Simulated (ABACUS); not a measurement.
# InPd: relaxation of cell and atoms with HLE16

InPd:

```
In Pd
1.0
     3.27188    0.00000    0.00000
     0.00000    3.27188    0.00000
     0.00000    0.00000    3.27188
In Pd
1 1
Direct
  0.00000 0.00000 0.00000
  0.50000 0.50000 0.50000
```

The cell comes from a database or a generator and needn't be the stable form of this composition.

| Property | Result |
| --- | --- |
| Program | ABACUS 3.10.1 |
| Task | relaxation of cell and atoms |
| Functional | HLE16 |
| Potentials or basis | PseudoDojo NC SR 0.4.1 PBE standard |
| Cutoff | 1116 eV |
| Density cutoff | 4463 eV |
| Basis | plane waves |
| k mesh | 6 × 6 × 6 |
| Occupations | fermi-dirac, width 0.05 eV |
| Spin | no spin polarisation |
| Radial cutoff of the potentials (pseudo_rcut) | 7 bohr |
| Max steps of the relaxation | 60 |
| Force threshold | 0.02 eV/Å |
| Optimiser | cg |
| Stress threshold | 1 kbar |
| SCF threshold on the density | 1e-08 |
| Max SCF steps | 100 |
| Eigensolver | dav |
| Mixing | broyden |
| Mixing share | 0.7 |
| Symmetry key | 1 |
| Bands | 20 |

- Relaxed volume: 15.20 Å³/atom
- Relaxed cell: a = 3.121 Å, b = 3.121 Å, c = 3.121 Å, α = 90.00°, β = 90.00°, γ = 90.00°
- Space group after relaxing (to 0.05 Å): Pm-3m (No. 221)
- Energy gained by relaxing: 133.5 meV/atom
- Ionic steps: 6
- Pressure after relaxing: -0.1 GPa
- Band gap on the k mesh: none (metal or under the smearing width)

The path:
```
step  energy change (eV)  largest force (eV/Å)  pressure (GPa)  volume (Å³)
   1              0.0000                0.0000          -15.79        35.03
   2              0.0316                0.0000           29.90        26.72
   3             -0.2669                0.0000           -0.57        30.49
   4             -0.2671                0.0000           -0.11        30.41
   5             -0.2671                0.0000           -0.11        30.41
   6             -0.2671                0.0000           -0.10        30.41
```

Final structure:
```yaml
crystal:
  lattice:
    - [3.12116, 0.00000, 0.00000]
    - [0.00000, 3.12116, 0.00000]
    - [0.00000, 0.00000, 3.12116]
  atoms:
    - { symbol: In, position: [0.00000, 0.00000, 0.00000] }
    - { symbol: Pd, position: [0.50000, 0.50000, 0.50000] }
```

Levels at points of the mesh, in eV from the Fermi level:
| k point | band 12 | band 13 | band 14 | band 15 | band 16 |
| --- | --- | --- | --- | --- | --- |
| (0.00, 0.00, 0.00) | -4.97 | -3.23 | -3.23 | -3.23 | 5.08 |
| (0.50, 0.00, 0.00) | -4.94 | -4.27 | -4.27 | -3.30 | -1.64 |
| (0.50, 0.50, 0.00) | -3.69 | -3.69 | -2.57 | -2.46 | -2.46 |
| (0.50, 0.50, 0.50) | -5.94 | -2.53 | -2.53 | 1.13 | 4.10 |

Wall time 28 s on 4 MPI ranks on Intel(R) Xeon(R) Platinum 8259CL CPU @ 2.50GHz (Skylake/Cascade Lake) (shared host), peak memory 0.36 GiB a rank.

Caveat: the potentials were made for a functional far from this one; this set's palladium file may shift the pressure by some GPa; the potentials were made for another functional, which shifts forces and pressure.
